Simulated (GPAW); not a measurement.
Runs of GPAW 26.7.0 on ZrSe2. The structure is trigonal, space group P-3m1 (No. 164). Conventional cell: a = 3.798 Å, b = 3.798 Å, c = 6.192 Å, α = 90.00°, β = 90.00°, γ = 120.00°. Zr (site symmetry -3m) has 6 Se at 2.68 Å as nearest neighbours. Se (site symmetry 3m) is surrounded by 3 Zr at 2.68 Å. 

| task | level | potentials or basis | cell | optimizer | fmax | max steps | convergence | eigensolver | gap on the mesh (eV) | pressure (GPa) | relaxed volume (Å³/atom) | largest force (eV/Å) |
| --- | --- | --- | --- | --- | --- | --- | --- | --- | --- | --- | --- | --- |
| relaxation of cell and atoms | revPBE+D4 | the program's PAW data sets (release 1.2.1) made for this functional, pw | relaxed | BFGS | 0.01 eV/Å | 60 | density=1e-05 forces=0.0001 | - | 0.13 | 0.0 | 24.48 | - |
| band structure | BLYP | PAW data sets generated in the run's folder for this functional, pw | as given | - | - | - | - | davidson | 0.47 | 5.3 | - | 0.41 |
| relaxation of cell and atoms | revPBE | the program's PAW data sets (release 1.2.1) made for this functional, pw | relaxed | LBFGS | 0.05 eV/Å | 100 | density=1e-05 forces=0.0001 | - | 0.56 | -0.1 | (c) | 0.04 |
| relaxation of cell and atoms | BLYP+D3(BJ) | PAW data sets generated in the run's folder for this functional, pw | relaxed | LBFGS | 0.05 eV/Å | 40 | density=1e-05 forces=0.0001 | davidson | (b) | 0.1 | (a) | 0.01 |

Alike in all rows: no spin polarisation; k mesh 8 × 8 × 5; cutoff (eV) 600; smearing fermi-dirac 0.05 eV.

Task: Fill in the values left out.

Result: (a) 23.98; (b) none; (c) 33.13.

Caveats: later steps reuse the first step's grids (some runs); an odd mesh through Γ misses points on the zone boundary, where band edges often lie (some runs); this functional lacks dispersion, which binds the layers, so the pressure and a relaxed spacing across them are unreliable (some runs); the volume moved by over 15 % at a fixed basis, so the end points are rough (some runs); this functional lacks dispersion, which binds the layers, so the pressure and a relaxed spacing across them are unreliable, and here the layers came unbound (some runs); the volume moved by +28 % from the deposited cell, more than functionals usually miss (some runs).

A k mesh can miss the band edges, and the runs leave out spin-orbit coupling on Se, Zr.

Runs at the PBE level aren't shown here.
